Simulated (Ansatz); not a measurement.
Compressing Ta

The calculation used Ansatz 0.2.0, DFT PBEsol, scalar-relativistic, plane waves, PAW. Settings: 420 eV cutoff, 18×18×18 k-mesh, Gaussian smearing of 0.10 eV, no spin polarisation.

Reference structure (relaxed):

```xyz
1
Lattice="-1.6402 1.6402 1.6402 1.6402 -1.6402 1.6402 1.6402 1.6402 -1.6402" Properties=species:S:1:pos:R:3 pbc="T T T"
Ta    0.0000    0.0000    0.0000
```

Cell and atoms are relaxed at each pressure within the symmetry of the start, at zero temperature, so transitions that lower the symmetry aren't seen. The k-mesh given is that at zero pressure and may differ at others. a, b and c are the lengths of the cell vectors above.

Spin–orbit coupling is left out, which can shift energies with elements as heavy as these.

```
P (GPa) V (Å³/atom) V/V0  a (Å) b (Å) c (Å)
     -2        17.83  1.010  2.851  2.851  2.851
      0        17.65  1.000  2.841  2.841  2.841
      2        17.48  0.990  2.832  2.832  2.832
      5        17.24  0.977  2.819  2.819  2.819
     10        16.89  0.957  2.800  2.800  2.800
     20        16.27  0.922  2.765  2.765  2.765
     40        15.26  0.865  2.707  2.707  2.707
```

Problem. What bulk modulus and pressure derivative fit these points?

Solution. A third-order Birch–Murnaghan fit gives B0 = 210 GPa and B0' = 3.7.